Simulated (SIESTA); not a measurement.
Cu:

```
CELL_PARAMETERS angstrom
0.00000 1.80750 1.80750
1.80750 0.00000 1.80750
1.80750 1.80750 0.00000
ATOMIC_POSITIONS crystal
Cu 0.00000 0.00000 0.00000
```

Base run:

- Program: SIESTA 5.4.2
- Functional: PBE
- Potentials or basis: SG15 1.2 (PBE files) or PseudoDojo by element
- Basis: DZP (energy shift 0.002 Ry)
- Grid cutoff: 800 Ry
- Energy shift: 0.002 Ry
- k mesh: 13 × 13 × 13
- Occupations: fermi-dirac, width 0.05 eV
- Spin: no spin polarisation

Its results: band gap on the k mesh none (metal or under the smearing width); pressure 4.1 GPa.

Problem. The run is repeated on the same cell with these changes: potentials or basis from SG15 1.2 (PBE files) or PseudoDojo by element to PseudoDojo 0.4 standard (PBE files); basis from DZP (energy shift 0.002 Ry) to SZ (energy shift 0.002 Ry). What comes out?

Solution. Band gap on the k mesh none (metal or under the smearing width); pressure 43.0 GPa.

Caveats: the basis of atomic orbitals isn't converged, which shifts pressures, moduli and gaps; semicore shells carry a single zeta, which can move pressures by several GPa and volumes by a few percent (some runs); the basis has no polarisation orbitals (some runs); a pressure of tens of GPa on the cell as given is suspect, and the run, the potentials or the cell itself is likely at fault (some runs); short orbitals over semicore shells can move pressures by several GPa (some runs).
